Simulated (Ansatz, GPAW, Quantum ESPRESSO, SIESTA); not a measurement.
As: 7 runs at one level of theory

```
As
1.0
     1.88080    1.08588    3.51406
    -1.88080    1.08588    3.51406
     0.00000   -2.17176    3.51406
As
2
Direct
  0.22600 0.22600 0.22600
  0.77400 0.77400 0.77400
```

Alike in all runs: task band structure; functional PBEsol; k mesh 9 × 9 × 9; occupations fermi-dirac, width 0.05 eV; no spin polarisation; no spin-orbit coupling. Pressure is positive in compression and, in plane waves, holds the error of the finite cutoff, which Ansatz's Pulay term estimates and takes out.

```csv
program and potentials,plane-wave cutoff (eV),notes,pressure (GPa),largest force (eV/Å)
"Ansatz, Ansatz PAW",420,"potentials made for PBE, which Ansatz adapts in part; 15 valence electrons an atom on average; Pulay term of +0.02 GPa included",0.27,0.370
"Ansatz, all-electron LAPW, scalar-relativistic",-,-,0.28,0.368
"Quantum ESPRESSO, GBRV 1.5 PBEsol",612,5 valence electrons an atom on average,0.75,0.448
"GPAW, PAW data sets generated for this functional",600,5 valence electrons an atom on average,0.50,0.425
"SIESTA, files PseudoDojo sr-pbesol-0.4.1-standard, DZP (energy shift 0.003 Ry; two zetas on semicore shells)",-,atomic basis; 15 valence electrons an atom on average,2.42,0.817
"Ansatz, PAW datasets made for the crystal",240,5 valence electrons an atom on average,0.28,0.368
"Quantum ESPRESSO, PseudoDojo 0.4.1 SR PBEsol standard",1143,15 valence electrons an atom on average,?,?
```

Question: Estimate from the other rows what the run with Quantum ESPRESSO, PseudoDojo 0.4.1 SR PBEsol standard gave.

Answer: Pressure 0.33 GPa; largest force 0.375 eV/Å. The other rows, which needn't bracket it: pressure 0.27 to 2.42; largest force 0.368 to 0.817.
